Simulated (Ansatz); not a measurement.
Results of r²SCAN0 (plane waves, PAW; Ansatz, a first-principles code) for rock-salt LiI.

Settings: plane-wave cutoff 520 eV, 8×8×8 k mesh, Fermi–Dirac smearing 0.01 eV, scalar-relativistic PAW data made under PBE.

The cell has the measured lattice: a = b = c = 6.0120 Å, α = β = γ = 90.00°.

Estimate the band gap, smallest direct gap on the k points sampled and width of the whole s-p valence band that the calculation returns.


* **band gap**: 6.42 eV
* **smallest direct gap on the k points sampled**: 6.49 eV
* **width of the whole s-p valence band**: 12.97 eV

Measured, for comparison: band gap 6.4 eV (temperature not stated, no zero-point or thermal correction, our sources range from 6.10 to 6.40; as tabulated in Aguado et al. (1998), arXiv:cond-mat/9809176).

Note: cell and atoms aren't relaxed at this level (pressure -0.2 GPa).

Spin–orbit coupling is not included; with these elements it can move the gap by several tenths of an eV or more.

The computed numbers hold no vibrational or temperature effects.
